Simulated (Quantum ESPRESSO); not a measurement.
**ZrC under changes of volume**

One of the cells (13.228 Å³/atom); the others are scaled copies at fixed shape and fractional positions:

```
CELL_PARAMETERS angstrom
0.00000 2.36500 2.36500
2.36500 0.00000 2.36500
2.36500 2.36500 0.00000
ATOMIC_POSITIONS crystal
Zr 0.50000 0.50000 0.50000
C 0.00000 0.00000 0.00000
```

* Program: Quantum ESPRESSO 7.5
* Functional: r2SCAN
* Potentials or basis: SG15 PBE 1.2
* Cutoff: 1197 eV
* Density cutoff: 4789 eV
* k mesh: 8 × 8 × 8
* Occupations: fermi-dirac, width 0.05 eV
* Spin: no spin polarisation

| volume (Å³/atom) | energy over the lowest point (meV/atom) | pressure (GPa) |
| --- | --- | --- |
| 12.434 | ? | ? |
| 12.699 | 7.13 | 6.9 |
| 12.963 | 0.00 | 1.8 |
| 13.228 | 0.84 | -2.8 |
| 13.493 | 8.90 | -6.9 |
| 13.757 | 23.46 | -10.7 |
| 14.022 | 43.93 | -14.1 |

Problem. What does the run at 12.434 Å³/atom give?

Solution. Energy over the lowest point 23.09 meV/atom; pressure 12.5 GPa.

Worked out: A Birch-Murnaghan fit of order 3 (a polynomial in V^(-2/3)) to the other rows has its minimum at 13.07 Å³/atom with B0 = V·E''(V) = 229 GPa and B' = 4.1. It gives 23.16 meV/atom at 12.434 Å³/atom, against the run's 23.09, and -dE/dV = 12.6 GPa, against 12.5.

Energies are extrapolated to zero smearing.

Caveats: the potentials were made for another functional, which shifts forces and pressure.
